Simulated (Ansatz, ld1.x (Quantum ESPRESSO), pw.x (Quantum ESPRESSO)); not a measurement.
## osmium (Os): does the TM potential hold in the solid?

- Element: osmium
- Generator: ld1.x (Quantum ESPRESSO) 7.5
- Type: norm-conserving Troullier–Martins (Kleinman–Bylander form)
- Functional: PBE
- Relativity: scalar-relativistic
- Frozen core: [Xe] 4f14
- Valence charge: 8
- Reference configuration: 5d6 6s2 6p0
- Partial waves: 6s (bound): rc 2.10 bohr; 5d (bound): rc 2.40 bohr; 6p (bound, empty): rc 3.20 bohr
- Local potential: the p channel
- Core correction: Bessel-smoothed model core inside 1.90 bohr

Atomic tests: cutoffs needed: 35 Ry and 40 Ry (the cutoffs (Ry, on a coarse ladder) from which the occupation-weighted sum of valence levels, in a spherical-Bessel basis at the reference potential, stays within 10 and 1 mRy of its value at 400 Ry); ghost test: no extra level below or beside the all-electron valence levels (s, d, p, f tested) (spherical-Bessel basis up to 400 Ry, 20 bohr box); largest excitation error: -933 meV (all-electron minus pseudo) for 5d4 6s0 6p0, out of 7 test configurations.

Crystal test: sc Os in pw.x 7.5, no spin, 13³ k-points, Fermi–Dirac smearing 0.01 Ry, cutoffs 50/200 Ry. The reference is all-electron LAPW (Ansatz 0.2.0) with the same functional, mesh and smearing; V0 and B0 come from Birch–Murnaghan fits to the pressures at five volumes. Errors are pseudo minus all-electron; Δ is the rms difference of the E(V) curves that follow from these fits, minima aligned, over ±6 % about the mean V0. Mesh and smearing are coarse, so the numbers serve the comparison and aren't converged zero-temperature values; the lattice is a test structure that the element need not adopt.

```csv
V (Å³/atom),P all-electron (GPa),P pseudo (GPa)
15.904,15.62,62.20
16.322,7.31,49.21
16.741,0.11,37.89
17.160,-6.14,28.00
17.578,-11.55,19.37
```

All-electron: a0 = 2.558 Å (V0 = 16.75 Å³/atom), B0 = 267.5 GPa.

Pseudopotential: mean pressure error (GPa): +38.26. The pressure does not cross zero within the volumes sampled, so no fit is given. The largest radius (3.20 bohr) exceeds half the bond length (2.42 bohr), so the spheres overlap, which is one possible source of error among others. This is a poor potential for the solid.

Task: At the middle volume, how do free energy and pressure move when the wave cutoff is lowered (ecutrho kept at four times it)?

Result:

```json
{"cutoff (Ry)": "22", "shift of F (meV/atom)": "+2596.8", "shift of P (GPa)": "-110.96"}
{"cutoff (Ry)": "30", "shift of F (meV/atom)": "+167.6", "shift of P (GPa)": "-12.60"}
{"cutoff (Ry)": "40", "shift of F (meV/atom)": "+3.3", "shift of P (GPa)": "+0.17"}
```

Input at the middle volume:

```
&control
  calculation='scf', prefix='x', pseudo_dir='./', outdir='./tmp', tstress=.true., disk_io='none'
/
&system
  ibrav=0, nat=1, ntyp=1, ecutwfc=50, ecutrho=200, nbnd=11,
  occupations='smearing', smearing='fd', degauss=0.01
/
&electrons
  conv_thr=1e-09, mixing_beta=0.4, electron_maxstep=70
/
ATOMIC_SPECIES
Os 1.0 Os.UPF
CELL_PARAMETERS angstrom
  2.55815663 0.00000000 0.00000000
  0.00000000 2.55815663 0.00000000
  0.00000000 0.00000000 2.55815663
ATOMIC_POSITIONS crystal
Os 0.0000 0.0000 0.0000
K_POINTS automatic
13 13 13 0 0 0
```

```bash
pw.x < Os.scf.in > Os.scf.out
```

Lines of the output:

```
Message from routine setup:
     using ibrav=0 with symmetry is DISCOURAGED, use correct ibrav instead
     lattice parameter (alat)  =       4.8342  a.u.
     unit-cell volume          =     112.9739 (a.u.)^3
     number of electrons       =         8.00
     number of Kohn-Sham states=           11
     kinetic-energy cutoff     =      50.0000  Ry
     charge density cutoff     =     200.0000  Ry
     scf convergence threshold =      1.0E-09
     Exchange-correlation= PBE
     number of k points=    84  Fermi-Dirac smearing, width (Ry)=  0.0100
     iteration #  1     ecut=    50.00 Ry     beta= 0.40
     total energy              =     -42.46660650 Ry
     estimated scf accuracy    <       0.00195844 Ry
     iteration #  2     ecut=    50.00 Ry     beta= 0.40
     total energy              =     -42.46666714 Ry
     estimated scf accuracy    <       0.00049702 Ry
     iteration #  3     ecut=    50.00 Ry     beta= 0.40
     total energy              =     -42.46669283 Ry
     estimated scf accuracy    <       0.00003129 Ry
     iteration #  4     ecut=    50.00 Ry     beta= 0.40
     total energy              =     -42.46669473 Ry
     estimated scf accuracy    <       0.00000016 Ry
     iteration #  5     ecut=    50.00 Ry     beta= 0.40
     total energy              =     -42.46669473 Ry
     estimated scf accuracy    <       0.00000007 Ry
     iteration #  6     ecut=    50.00 Ry     beta= 0.40
     the Fermi energy is    15.8245 ev
!    total energy              =     -42.46669474 Ry
     estimated scf accuracy    <          1.5E-10 Ry
     smearing contrib. (-TS)   =      -0.00619623 Ry
     The total energy is F=E-TS. E is the sum of the following terms:
     one-electron contribution =      13.42093739 Ry
     hartree contribution      =       1.87941515 Ry
     xc contribution           =     -20.19797407 Ry
     ewald contribution        =     -37.56287699 Ry
     convergence has been achieved in   6 iterations
          total   stress  (Ry/bohr**3)                   (kbar)     P=      378.87
     Message from routine punch:
     Nothing written, as per user request (disk_io='none')
```

The run at the middle volume (84 k-points, 6 iterations) took about 4.5 s on one core of a shared host (Neoverse-V2, 96 threads, 742 GiB, load 46).
